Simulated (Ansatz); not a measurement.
# C (P6_3/mmc) in Ansatz: relaxation of cell and atoms with revPBE

Aim: the relaxation of cell and atoms of C with revPBE.

The COD entry that gives the cell may itself be a prediction, so a difference from it is no test against experiment.

Program: Ansatz 0.2.0. These are calculated values, not measurements. Logs are shortened: lines on timing, memory, paths and dates and some standing lists are left out, and cuts for length are marked.

## 1. Starting point

Symmetry: P6_3/mmc, No. 194, hexagonal system. The conventional cell has a = 2.522 Å, b = 2.522 Å, c = 12.356 Å, α = 90.00°, β = 90.00°, γ = 120.00°. C (site symmetry 3m) has 4 C at 1.54 Å as nearest neighbours. C (site symmetry 3m) has 4 C at 1.54 Å as nearest neighbours. C (site symmetry 3m) is surrounded by 4 C at 1.54 Å.

This is a hexagonal form of diamond, not graphite.

## 2. Relaxation of cell and atoms, revPBE

The input, input.yaml:

```yaml
crystal:
  lattice:
    - [2.5221, 0.0, 0.0]
    - [-1.26105, 2.1842026709, 0.0]
    - [0.0, 0.0, 12.3557]
  atoms:
    - { symbol: C, position: [0.6666666667, 0.3333333333, 0.35417] }
    - { symbol: C, position: [0.3333333333, 0.6666666667, 0.85417] }
    - { symbol: C, position: [0.6666666667, 0.3333333333, 0.14583] }
    - { symbol: C, position: [0.3333333333, 0.6666666667, 0.64583] }
    - { symbol: C, position: [0.6666666667, 0.3333333333, 0.47917] }
    - { symbol: C, position: [0.3333333333, 0.6666666667, 0.97917] }
    - { symbol: C, position: [0.6666666667, 0.3333333333, 0.02083] }
    - { symbol: C, position: [0.3333333333, 0.6666666667, 0.52083] }
    - { symbol: C, position: [0.0, 0.0, 0.8125] }
    - { symbol: C, position: [0.0, 0.0, 0.3125] }
    - { symbol: C, position: [0.0, 0.0, 0.6875] }
    - { symbol: C, position: [0.0, 0.0, 0.1875] }
hamiltonian:
  xc: revpbe
  pseudopotentials: { kind: paw }
kpoints:
  mp_grid: { grid: [12, 12, 3] }
scf:
  occupations: { method: fermi_dirac, width: 0.05 }
output:
  forces: true
  stress: true
relax:
  f_tol: 0.01
  max_steps: 40
  cell: { stress_tol: 0.05 }
```

Potentials or basis: Ansatz PAW.

Started as:

```
> ansatz run input.yaml --threads 2 --pin off --max-ram 5120MiB --backend cpu --events-out ev --progress --plain --runs-dir out
```

Standard output:

```text
Warning: RAYON_NUM_THREADS=2 ignored (pool sized by the plan → 2); use --threads N
Engine: ansatz 0.2.0, x86_64-unknown-linux-gnu
Pseudopotentials: kind: paw
Pseudopotential: C, paw, valence charge 4, recommended cutoff 420 eV (normal), C.paw.azcp
Functional definition: revPBE
  parameter kappa = 1.245
  parameter beta = 0.06672455060314922
  exchange = pbe_x(kappa = kappa, mu = beta*pi^2/3)
  correlation = pbe_c(beta = beta)
Crystal: 12 atoms, lattice volume = 68.065 Å³
Basis set: ecut = 420 eV, 1355 PW (Γ), exchange–correlation on 36×36×180 points (8 copies of the dense FFT grid, shifted against one another)
Bands: 36, of which v1, the nominal top of the filled ones, is band 24 counted from 1 (23 counted from 0)
Symmetry: 24 space group operations
Space group: P63/mmc (ITA 194), of the structure as read, at distance tolerance 4.1e-5 Å
k-points: 38 of 432
Non-local potential: C, projectors of the file, l = 0: 2, l = 1: 2, l = 2: 1
PAW form: soft (Blöchl's): semilocal exchange-correlation on the pseudo side does not see the compensation charge
PAW frozen core: C, regenerated for the run's functional, and the local potential with it (the file was generated under x = pbe(κ = 0.804, μ = 0.2195149727645171), c = pbe(β = 0.06672455060314922))
PAW one-centre angular grid: C, 110 points (default); XC on 64 Gauss nodes
Initial density: superposition of atomic densities (neutral atoms: chi_scale 0, normalization atom), corrected by the library's trained network
Initial wavefunctions: pseudopotential atomic-orbital guess
Functional: x = revpbe(κ = 1.245, μ = 0.2195149727645171), c = pbe(β = 0.06672455060314922)
SCF iter   1: F=—  HF=-3020.393827 eV  |F-HF|=—  |Δ(HF+E_count)|=         —  Δρ=4.38e-3  dr2=5.65e-3  ethr=1.77e-3  ⟨swp⟩=6.0  Hψ=6404  notcnv=0  defer=29
preconditioner: auto → none  [insulator: Δε(μ)=4.382 eV  Ē_g=17.079 eV  σ=0.050 eV  W_gap=1.00  n_scr=10 (ndim 8)  ℏωp=31.2 eV  f_vac=0.000  D(μ)=0.00/eV (n_scr^D=0)  ε∞_Penn≈4.3]
SCF iter   2: F=—  HF=-3020.393615 eV  |F-HF|=—  |Δ(HF+E_count)|=   2.12e-4  Δρ=2.00e-3  dr2=7.83e-4  ethr=1.18e-5  ⟨swp⟩=2.2  Hψ=2530  notcnv=0  defer=75
SCF iter   3: F=—  HF=-3020.393982 eV  |F-HF|=—  |Δ(HF+E_count)|=   3.67e-4  Δρ=4.70e-4  dr2=6.81e-5  ethr=1.63e-6  ⟨swp⟩=2.5  Hψ=2059  notcnv=0  defer=75
SCF iter   4: F=—  HF=-3020.393989 eV  |F-HF|=—  |Δ(HF+E_count)|=   6.82e-6  Δρ=7.16e-5  dr2=1.34e-6  ethr=1.42e-7  ⟨swp⟩=2.2  Hψ=1808  notcnv=0  defer=75
iter 5 did not close the SCF: its close was put off for the readings that it lacked (scf_convergence_deferred on its scf_iter line)
SCF iter   5: F=-3020.393991 eV  HF=-3020.393991 eV  |F-HF|=2.34e-8  |Δ(HF+E_count)|=   1.56e-6  Δρ=7.98e-6  dr2=2.00e-8  ethr=2.78e-9  ⟨swp⟩=2.0  Hψ=2006  notcnv=0  defer=75
SCF iter   6: F=-3020.393991 eV  HF=-3020.393991 eV  |F-HF|=4.04e-10  |Δ(HF+E_count)|=   2.75e-8  Δρ=1.07e-6  dr2=4.18e-10  ethr=4.16e-11  ⟨swp⟩=1.7  Hψ=3684  notcnv=0
SCF 1 converged in 6 iterations: F = -3020.393991 eV  dr2 = 4.18e-10
relax step   1: F+E_penalty+E_count = -3020.39399060 eV  Δ(F+E_penalty+E_count) = +0.000e0 eV  max|allowed force component| = 3.298e-1 eV/Å  Δτ_max = 0.0000 Å  P = +6.712 GPa  Ω = 68.065 Å³  (6 SCF iters, dr2 threshold 1.00e-7 eV, accepted)
Crystal: 12 atoms, lattice volume = 68.695 Å³
Basis set: ecut = 420 eV, 1367 PW (Γ), exchange–correlation on 36×36×180 points (8 copies of the dense FFT grid, shifted against one another)
Initial density: handed on by an earlier stage of this run
Initial wavefunctions: those handed on with the density
iter 1 solved again at ethr=1.34e-5 eV; its pass at ethr=3.10e-3 eV (dr2=6.43e-3 eV) is discarded
SCF iter   1: F=—  HF=-3020.423286 eV  |F-HF|=—  |Δ(HF+E_count)|=         —  Δρ=3.45e-3  dr2=6.11e-3  ethr=1.34e-5  ⟨swp⟩=2.9  Hψ=6489  notcnv=0  defer=2
preconditioner: auto → none  [insulator: Δε(μ)=4.365 eV  Ē_g=16.974 eV  σ=0.050 eV  W_gap=1.00  n_scr=10 (ndim 8)  ℏωp=31.0 eV  f_vac=0.000  D(μ)=0.00/eV (n_scr^D=0)  ε∞_Penn≈4.3]
SCF iter   2: F=—  HF=-3020.421941 eV  |F-HF|=—  |Δ(HF+E_count)|=   1.35e-3  Δρ=1.37e-3  dr2=8.11e-4  ethr=1.27e-5  ⟨swp⟩=2.6  Hψ=2021  notcnv=0
SCF iter   3: F=—  HF=-3020.421856 eV  |F-HF|=—  |Δ(HF+E_count)|=   8.44e-5  Δρ=2.95e-4  dr2=4.91e-5  ethr=1.69e-6  ⟨swp⟩=2.3  Hψ=2300  notcnv=0
iter 4 did not close the SCF: its close was put off for the readings that it lacked (scf_convergence_deferred on its scf_iter line)
SCF iter   4: F=-3020.421858 eV  HF=-3020.421857 eV  |F-HF|=1.43e-6  |Δ(HF+E_count)|=   2.05e-7  Δρ=7.12e-5  dr2=1.10e-6  ethr=1.02e-7  ⟨swp⟩=2.4  Hψ=1981  notcnv=0
iter 5 did not close the SCF: its close was put off for the readings that it lacked (scf_convergence_deferred on its scf_iter line)
SCF iter   5: F=-3020.421858 eV  HF=-3020.421858 eV  |F-HF|=1.38e-8  |Δ(HF+E_count)|=   1.64e-6  Δρ=7.52e-6  dr2=2.00e-8  ethr=2.29e-9  ⟨swp⟩=2.0  Hψ=2241  notcnv=0
SCF iter   6: F=-3020.421858 eV  HF=-3020.421858 eV  |F-HF|=1.19e-9  |Δ(HF+E_count)|=   2.01e-8  Δρ=1.56e-6  dr2=6.54e-10  ethr=4.16e-11  ⟨swp⟩=1.0  Hψ=3799  notcnv=0
SCF 2 converged in 6 iterations: F = -3020.421858 eV  dr2 = 6.54e-10
relax step   2: F+E_penalty+E_count = -3020.42185821 eV  Δ(F+E_penalty+E_count) = -2.787e-2 eV  max|allowed force component| = 3.220e-1 eV/Å  Δτ_max = 0.0093 Å  P = +2.476 GPa  Ω = 68.695 Å³  energy of the carried Pulay correction = -3.599e-3 eV  (6 SCF iters, dr2 threshold 1.20e-6 eV, accepted)
[... 57 lines left out ...]
SCF 6 converged in 6 iterations: F = -3020.433121 eV  dr2 = 4.79e-13
relax step   6: F+E_penalty+E_count = -3020.43312122 eV  Δ(F+E_penalty+E_count) = +1.309e-4 eV  max|allowed force component| = 8.460e-4 eV/Å  Δτ_max = 0.0001 Å  P = +0.000 GPa  Ω = 69.115 Å³  energy of the carried Pulay correction = -1.481e-4 eV  (6 SCF iters, dr2 threshold 1.26e-7 eV, accepted)
iter 1 solved again at ethr=1.24e-8 eV; its pass at ethr=3.10e-3 eV (dr2=5.96e-6 eV) is discarded
SCF iter   1: F=—  HF=-3020.433322 eV  |F-HF|=—  |Δ(HF+E_count)|=         —  Δρ=4.20e-6  dr2=1.64e-9  ethr=1.24e-8  ⟨swp⟩=3.7  Hψ=10519  notcnv=0
SCF iter   2: F=—  HF=-3020.433299 eV  |F-HF|=—  |Δ(HF+E_count)|=   2.31e-5  Δρ=2.17e-6  dr2=4.29e-10  ethr=3.41e-12  ⟨swp⟩=3.1  Hψ=2897  notcnv=0
iter 3 did not close the SCF: its close was put off for the readings that it lacked (scf_convergence_deferred on its scf_iter line)
SCF iter   3: F=-3020.433299 eV  HF=-3020.433299 eV  |F-HF|=5.55e-11  |Δ(HF+E_count)|=   1.07e-9  Δρ=3.04e-7  dr2=1.70e-11  ethr=1.00e-12  ⟨swp⟩=2.0  Hψ=2258  notcnv=0
iter 4 did not close the SCF: its close was put off for the readings that it lacked (scf_convergence_deferred on its scf_iter line)
SCF iter   4: F=-3020.433299 eV  HF=-3020.433299 eV  |F-HF|=1.55e-11  |Δ(HF+E_count)|=  4.64e-11  Δρ=1.20e-7  dr2=1.93e-12  ethr=1.00e-12  ⟨swp⟩=1.0  Hψ=1368  notcnv=0
iter 5 did not close the SCF: its close was put off for the readings that it lacked (scf_convergence_deferred on its scf_iter line)
SCF iter   5: F=-3020.433299 eV  HF=-3020.433299 eV  |F-HF|=1.82e-12  |Δ(HF+E_count)|=  1.36e-11  Δρ=4.55e-8  dr2=5.37e-13  ethr=1.00e-12  ⟨swp⟩=1.0  Hψ=1368  notcnv=0
iter 6 did not close the SCF: its close was put off for the readings that it lacked (scf_convergence_deferred on its scf_iter line)
SCF iter   6: F=-3020.433299 eV  HF=-3020.433299 eV  |F-HF|=4.55e-13  |Δ(HF+E_count)|=  2.27e-12  Δρ=1.83e-8  dr2=5.92e-14  ethr=1.00e-12  ⟨swp⟩=1.0  Hψ=1368  notcnv=0
SCF iter   7: F=-3020.433299 eV  HF=-3020.433299 eV  |F-HF|=4.55e-13  |Δ(HF+E_count)|=  4.55e-13  Δρ=5.26e-9  dr2=8.25e-15  ethr=1.00e-12  ⟨swp⟩=1.9  Hψ=3112  notcnv=0
SCF 7 converged in 7 iterations: F = -3020.433299 eV  dr2 = 8.25e-15
relax step   7: F+E_penalty+E_count = -3020.43329885 eV  Δ(F+E_penalty+E_count) = -1.776e-4 eV  max|allowed force component| = 9.094e-4 eV/Å  Δτ_max = 0.0000 Å  P = +0.003 GPa  Ω = 69.115 Å³  stress off target by 4.74e-3 GPa  SCF on the basis re-selected at this cell (its energy is not comparable with the rows above)  (7 SCF iters)
basis re-selected at this cell: Δ(F+E_penalty+E_count) = -1.776e-4 eV, ΔP = +0.002 GPa vs the last step (what re-selecting the basis moved, of the pressure what is left beyond the Pulay correction that the steps carried, after the strain that the cell walked since its last selection, with what the two solves' SCF thresholds leave and, on support functions, any second-order correction that the steps lacked; it is no measure of the basis error at this ecutwfc). This SCF's stress stands 4.74e-3 GPa from its target on what of the cell is left free (relax.cell.stress_tol is 5.00e-2 GPa) and its largest allowed force component is 9.09e-4 eV/Å (relax.f_tol is 1.00e-2 eV/Å): within both
SCF converged after 7 iterations
Free energy (F): -3020.433299 eV
Harris-Foulkes:  -3020.433299 eV  (|F-HF|=4.55e-13)
Internal energy: -3020.433299 eV  (E = F + TS)
E sigma→0 (E₀):  -3020.433299 eV
Fermi energy:    15.386540 eV
--- Per-component energies (eV) ---
  E_band       = 202.465847
  E_kinetic    = 1100.097597
  E_local      = -736.635346  (includes V_loc(G=0)·N_el)
  E_nonlocal   = 313.348601
  E_hartree    = 162.548318
  E_xc         = -583.874138
  E_vxc        = -724.293445  (∫ρ·V_xc dr)
  E_paw        = -1199.765813  (= ΣΔE_a)
  E_vpaw       = -75.148305  (= ΣTr[D̂ρ^β])
  E_aug_tail   = 0.000108  (compensation charges beyond the density's cutoff)
  E_ewald      = -2076.012617
  E_core_change = -0.140010  (= ΣΔE_core)
  E_smearing   = -0.000000  (= −TS)
  E_closure    = 0.000000  (closes the sum)
  Σ components = -3020.433299   (vs F -3020.433299, Δ=0.00e0)
--- Forces (eV/Å), atoms counted from 1 ---
  atom   1  C      0.00000000    -0.00000000    -0.00090940
  atom   2  C      0.00000000     0.00000000    -0.00090940
  atom   3  C      0.00000000    -0.00000000     0.00090940
  atom   4  C      0.00000000     0.00000000     0.00090940
  atom   5  C      0.00000000     0.00000000     0.00013896
  atom   6  C     -0.00000000    -0.00000000     0.00013896
  atom   7  C      0.00000000     0.00000000    -0.00013896
  atom   8  C     -0.00000000    -0.00000000    -0.00013896
  atom   9  C      0.00000000    -0.00000000     0.00026483
  atom  10  C     -0.00000000     0.00000000     0.00026483
  atom  11  C      0.00000000    -0.00000000    -0.00026483
  atom  12  C     -0.00000000     0.00000000    -0.00026483
  max |Σ_I F_I| component: 6.94e-17 eV/Å
--- Stress (GPa, compression-positive) ---
        0.001425       0.000000       0.000000
       -0.000000       0.001425       0.000000
        0.000000       0.000000       0.004741
  P = ⅓ Tr σ = 0.0025 GPa (0.025 kbar)
--- Relaxed structure (5 steps of the walk, 5 accepted, 2 SCFs on fresh bases) ---
  F+E_penalty+E_count = -3020.43329885 eV   max|allowed force component| = 9.094e-4 eV/Å   (the final SCF, on the basis selected at the relaxed cell)
  cell:  # Å, volume = 69.1147 Å³
    - [2.529539307833337, 1.2392455205544725e-36, 0.0]
    - [-1.2647696539166684, 2.1906453004549746, 0.0]
    - [0.0, 0.0, 12.472592573654984]
  atoms:
    - { symbol: C, position: [0.6666666666666666, 0.3333333333333333, 0.3549017419473005] }
    - { symbol: C, position: [0.3333333333333333, 0.6666666666666666, 0.8549017419473006] }
    - { symbol: C, position: [0.6666666666666666, 0.3333333333333333, 0.1450982580526994] }
    - { symbol: C, position: [0.3333333333333333, 0.6666666666666666, 0.6450982580526995] }
    - { symbol: C, position: [0.6666666666666666, 0.3333333333333333, 0.4792339578468622] }
    - { symbol: C, position: [0.3333333333333333, 0.6666666666666666, 0.9792339578468623] }
    - { symbol: C, position: [0.6666666666666666, 0.3333333333333333, 0.02076604215313777] }
    - { symbol: C, position: [0.3333333333333333, 0.6666666666666666, 0.5207660421531378] }
    - { symbol: C, position: [-5.19637605843633e-35, 1.2399668860344565e-33, 0.8131419864373828] }
    - { symbol: C, position: [6.78798982957159e-34, -9.129830257172221e-34, 0.3131419864373827] }
    - { symbol: C, position: [-1.4486827797337632e-34, 8.505254344206716e-34, 0.6868580135626172] }
    - { symbol: C, position: [5.475909668703144e-34, -9.71766641055152e-34, 0.18685801356261733] }
```

Run time: 11 s. Hardware: 2 threads of AMD EPYC 7B13 (Zen 3), shared host; peak memory 0.44 GiB.

Results:

| Property | Result |
| --- | --- |
| Free energy | -3020.4333 eV |
| Relaxed volume | 5.76 Å³/atom |
| Relaxed cell | a = 2.530 Å, b = 2.530 Å, c = 12.473 Å, α = 90.00°, β = 90.00°, γ = 120.00° |
| Space group after relaxing (to 0.05 Å) | P6_3/mmc (No. 194) |
| Energy gained by relaxing | 3.3 meV/atom |
| Ionic steps | 7 |
| Pressure after relaxing | 0.0 GPa |
| Band gap on the k mesh | 4.41 eV |

The path:
```
step  energy change (eV)  largest force (eV/Å)  volume (Å³)
   1              0.0000                0.3298        68.06
   2             -0.0279                0.3220        68.70
   3             -0.0327                0.1198        69.05
   4             -0.0331                0.0073        69.09
   5             -0.0393                0.0068        69.09
   6             -0.0391                0.0008        69.11
   7             -0.0393                0.0009        69.11
```

Final structure:
```
CELL_PARAMETERS angstrom
2.52954 0.00000 0.00000
-1.26477 2.19065 0.00000
0.00000 0.00000 12.47259
ATOMIC_POSITIONS crystal
C 0.66667 0.33333 0.35490
C 0.33333 0.66667 0.85490
C 0.66667 0.33333 0.14510
C 0.33333 0.66667 0.64510
C 0.66667 0.33333 0.47923
C 0.33333 0.66667 0.97923
C 0.66667 0.33333 0.02077
C 0.33333 0.66667 0.52077
C 0.00000 0.00000 0.81314
C 0.00000 0.00000 0.31314
C 0.00000 0.00000 0.68686
C 0.00000 0.00000 0.18686
```

Caveat: odd divisions of the mesh miss points on the zone boundary, where band edges often lie, so the gap on the mesh can be too wide; the plane-wave basis is chosen anew once the cell has moved, so the energies of steps on either side of that aren't comparable; the pressure holds a Pulay correction of +0.9 GPa for the finite cutoff; the PAW data sets come from PBE, with cores solved anew for the run's functional, which leaves a small shift of forces and pressure. A k mesh can miss the band edges.
